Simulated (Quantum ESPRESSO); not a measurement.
**CuO (Tenorite) under changes of volume**

One of the cells (10.163 Å³/atom); the others are scaled copies at fixed shape and fractional positions:

```
CELL_PARAMETERS angstrom
2.34465 -1.71340 0.00000
2.34465 1.71340 0.00000
-0.86055 0.00000 5.05944
ATOMIC_POSITIONS crystal
Cu 0.49680 0.00320 0.50000
Cu 0.00320 0.49680 0.00000
O 0.40560 0.57140 0.75370
O 0.57140 0.40560 0.25370
```

```yaml
Program: Quantum ESPRESSO 7.5
Functional: LDA
Potentials_or_basis: GBRV 1.5 LDA
Cutoff: 762 eV
Density_cutoff: 6095 eV
k_mesh: 8 × 8 × 4
Occupations: fermi-dirac, width 0.05 eV
Spin: no spin polarisation
```

| volume (Å³/atom) | energy over the lowest point (meV/atom) | pressure (GPa) |
| --- | --- | --- |
| 9.553 | 1.94 | 3.3 |
| 9.756 | 0.00 | -1.2 |
| 9.959 | ? | ? |
| 10.163 | 11.65 | -8.8 |
| 10.366 | 24.10 | -11.9 |
| 10.569 | 40.33 | -14.6 |
| 10.772 | 59.89 | -17.1 |

What does the run at 9.959 Å³/atom give?

Energy over the lowest point 3.44 meV/atom; pressure -5.2 GPa.

Worked out: A Birch-Murnaghan fit of order 3 (a polynomial in V^(-2/3)) to the other rows has its minimum at 9.72 Å³/atom with B0 = V·E''(V) = 206 GPa and B' = 4.6 at fixed shape and positions, which overstates the stiffness. It gives 3.41 meV/atom at 9.959 Å³/atom, against the run's 3.44, and -dE/dV = -4.7 GPa, against -5.2.

Energies are extrapolated to zero smearing.

Caveats: the run has no spin polarisation, though such a crystal can be magnetic.
